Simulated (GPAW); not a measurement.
## ZnO (zincite) in GPAW: convergence with bands over the usual count

Input of the first run (bands over the usual count 0.72); the others differ in this setting and in those tied to it:

run.py

```python
from ase import Atoms
from ase.dft.bandgap import bandgap
from ase.io import write
from ase.units import GPa
from gpaw import GPAW, PW

atoms = Atoms(['Zn', 'Zn', 'O', 'O'],
              cell=[[3.249308, 0.0, 0.0],
                    [-1.624654, 2.8139832727, 0.0],
                    [0.0, 0.0, 5.205709]],
              scaled_positions=[[0.6666666667, 0.3333333333, 0.0],
                                [0.3333333333, 0.6666666667, 0.5],
                                [0.3333333333, 0.6666666667, 0.87901],
                                [0.6666666667, 0.3333333333, 0.37901]],
              pbc=True)

calc = GPAW(mode=PW(800),
            xc='MGGA_X_R2SCAN+MGGA_C_R2SCAN',
            kpts={'size': (6, 6, 3), 'gamma': True},
            occupations={'name': 'fermi-dirac', 'width': 0.05},
            nbands=22,
            convergence={'density': 1e-05, 'energy': 1e-05},
            maxiter=100,
            txt='gpaw.txt')
atoms.calc = calc
energy = atoms.get_potential_energy()
forces = atoms.get_forces()
stress = atoms.get_stress()
calc.write('gs.gpw')
write('result.traj', atoms)
print(f'Energy: {energy:.6f} eV')
print('Forces (eV/A):')
print(forces.round(4))
print('Stress (GPa):', (stress / GPa).round(3))
print('Fermi level:', round(calc.get_fermi_level(), 4), 'eV')
print(f'Gap: {bandgap(calc)[0]:.4f} eV, direct: {bandgap(calc, direct=True)[0]:.4f} eV')
```

Potentials or basis: GPAW PAW data sets (gpaw-data 1.2.1), pw.

Command:

```sh
$ OMP_NUM_THREADS=1 python run.py
```

Hardware: 1 thread of Arm Neoverse V2, on a shared host.

| bands over the usual count | energy less the tightest run, at zero smearing (meV/atom) | SCF cycles | CPU time (s) | peak memory (GiB) |
| --- | --- | --- | --- | --- |
| 0.72 | 0.00 | 11 | 54 | 0.27 |
| 0.8 | 0.00 | 11 | 59 | 0.28 |
| 0.9 | 0.00 | 11 | 66 | 0.28 |
| 1 | 0.00 | 11 | 76 | 0.28 |
| 1.3 | 0.00 | 11 | 110 | 0.29 |
| 1.7 | 0.00 | 11 | 130 | 0.29 |
| 2.5 | 0.00 | 11 | 200 | 0.31 |

Against the tightest run, the energy stays within 1 meV/atom from 0.72 on. The tightest run that finished is the yardstick and may itself not be fully converged.

Caveat, for the tightest run too: the k mesh is coarse; the PAW data sets were made with another functional, which shifts forces and pressure a little.
